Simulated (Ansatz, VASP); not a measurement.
## Two plane-wave programs on BaS

```
Ba S
1.0
     0.00000    3.13581    3.13581
     3.13581    0.00000    3.13581
     3.13581    3.13581    0.00000
Ba S
1 1
Direct
  0.00000 0.00000 0.00000
  0.50000 0.50000 0.50000
```

Alike in both runs: functional LDA; k mesh 8 × 8 × 8; occupations gaussian, width 0.02 eV; no spin polarisation.

Ansatz relaxed the structure, and its values are those at the end. VASP's run is a single point on that final structure, the one shown.

|  | VASP | Ansatz |
| --- | --- | --- |
| version | VASP 6.6.1 | Ansatz 0.2.0 |
| potentials or method | VASP PAW LDA potentials, release 64 (Ba_sv, S) | scalar-relativistic, plane waves, PAW |
| plane-wave cutoff (eV) | 520 | 420 |
| valence electrons in the cell | 16 | 16 |

Ansatz gave:

```
gap on the k mesh at the Fermi level (eV) : 1.91
least direct gap on the mesh (eV)         : 1.98
pressure (GPa)                            : 0.0
```

Problem. What did VASP give for the same quantities?

Solution. gap on the k mesh at the Fermi level (eV): 1.80; least direct gap on the mesh (eV): 1.90; pressure (GPa): 0.8.

Caveats: spin-orbit coupling is left out, which moves the levels of the heavy elements. A k mesh can miss the band edges.
